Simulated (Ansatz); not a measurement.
input.yaml (Ansatz)

```yaml
crystal:
  lattice:
    - [0.0, 2.6963037941, 2.6963037941]
    - [2.6963037941, 0.0, 2.6963037941]
    - [2.6963037941, 2.6963037941, 0.0]
  atoms:
    - { symbol: La, position: [0.0, 0.0, 0.0] }
hamiltonian:
  xc: rpbe
  pseudopotentials:
    kind: paw
    azcp:
      La: "pseudopotentials/La.paw.azcp"
basis:
  ecutwfc: 420
  fft_grid_basis: typed
kpoints:
  mp_grid: { grid: [17, 17, 17], shift: [0, 0, 0] }
magnetization:
  spin_polarized: false
scf:
  occupations: { method: fermi_dirac, width: 0.1 }
```

Output

```
Engine: ansatz 0.2.0, aarch64-unknown-linux-gnu
Pseudopotentials: kind: paw
Pseudopotential: La, paw, valence charge 11, recommended cutoff 420 eV (normal) 
Functional definition: RPBE
  parameter kappa = 0.804
  parameter beta = 0.06672455060314922
  exchange = rpbe_x(kappa = kappa, mu = beta*pi^2/3)
  correlation = pbe_c(beta = beta)
Crystal: 1 atoms, lattice volume = 39.205 Å³
Basis set: ecut = 420 eV, 749 PW (Γ)
Bands: 10, of which v1, the nominal top of the filled ones, is band 6 counted from 1 (5 counted from 0)
Symmetry: 48 space group operations
Space group: Fm-3m (ITA 225), of the structure as read, at distance tolerance 3.4e-5 Å
k-points: 165 of 4913
Non-local potential: La, projectors of the file, l = 0: 3, l = 1: 2, l = 2: 2, l = 3: 3
PAW form: soft (Blöchl's): semilocal exchange-correlation on the pseudo side does not see the compensation charge
PAW frozen core: La, regenerated for the run's functional, and the local potential with it (the file was generated under x = pbe(κ = 0.804, μ = 0.2195149727645171), c = pbe(β = 0.06672455060314922))
PAW one-centre angular grid: La, 590 points (default); XC on 64 Gauss nodes
Initial density: superposition of atomic densities (neutral atoms: chi_scale 0, normalization atom), corrected by the library's trained network
Initial wavefunctions: pseudopotential atomic-orbital guess
Functional: x = rpbe, c = pbe(β = 0.06672455060314922)
SCF iter   1: F=—  HF=-6259.780487 eV  |F-HF|=—  |Δ(HF+E_count)|=         —  Δρ=3.28e-3  dr2=4.69e-3  ethr=1.77e-3  ⟨swp⟩=3.6  Hψ=7412  notcnv=0
SCF iter   2: F=—  HF=-6259.781377 eV  |F-HF|=—  |Δ(HF+E_count)|=   8.90e-4  Δρ=2.12e-3  dr2=2.30e-3  ethr=4.26e-5  ⟨swp⟩=1.3  Hψ=3156  notcnv=0
SCF iter   3: F=—  HF=-6259.781696 eV  |F-HF|=—  |Δ(HF+E_count)|=   3.20e-4  Δρ=4.84e-4  dr2=1.28e-4  ethr=2.10e-5  ⟨swp⟩=2.1  Hψ=2012  notcnv=0
SCF iter   4: F=—  HF=-6259.781641 eV  |F-HF|=—  |Δ(HF+E_count)|=   5.51e-5  Δρ=1.92e-4  dr2=5.19e-6  ethr=1.16e-6  ⟨swp⟩=2.0  Hψ=2667  notcnv=0
SCF iter   5: F=—  HF=-6259.781650 eV  |F-HF|=—  |Δ(HF+E_count)|=   8.53e-6  Δρ=4.07e-5  dr2=5.73e-7  ethr=4.72e-8  ⟨swp⟩=2.1  Hψ=2503  notcnv=0
SCF iter   6: F=-6259.781650 eV  HF=-6259.781650 eV  |F-HF|=1.03e-8  |Δ(HF+E_count)|=   2.05e-7  Δρ=1.03e-5  dr2=2.63e-8  ethr=9.09e-10  ⟨swp⟩=2.9  Hψ=3893  notcnv=0
SCF 1 converged in 6 iterations: F = -6259.781650 eV  dr2 = 2.63e-8
SCF converged after 6 iterations
Free energy (F): -6259.781650 eV
Harris-Foulkes:  -6259.781650 eV  (|F-HF|=1.03e-8)
Internal energy: -6259.717865 eV  (E = F + TS)
E sigma→0 (E₀):  -6259.749757 eV
Entropy (-TS):   -0.063785 eV (-63.785 meV/atom)
Fermi energy:    10.438505 eV
--- Per-component energies (eV) ---
  E_band       = -52.494589
  E_kinetic    = 192.181068
  E_local      = -351.995769  (includes V_loc(G=0)·N_el)
  E_nonlocal   = 93.890518
  E_hartree    = 111.166774
  E_xc         = -139.121840
  E_vxc        = -146.869247  (∫ρ·V_xc dr)
  E_paw        = -5425.095601  (= ΣΔE_a)
  E_vpaw       = -62.031889  (= ΣTr[D̂ρ^β])
  E_aug_tail   = -0.000000  (compensation charges beyond the density's cutoff)
  E_ewald      = -740.686845
  E_core_change = -0.056169  (= ΣΔE_core)
  E_smearing   = -0.063785  (= −TS)
  E_closure    = 0.000000  (closes the sum)
  Σ components = -6259.781650   (vs F -6259.781650, Δ=0.00e0)
```
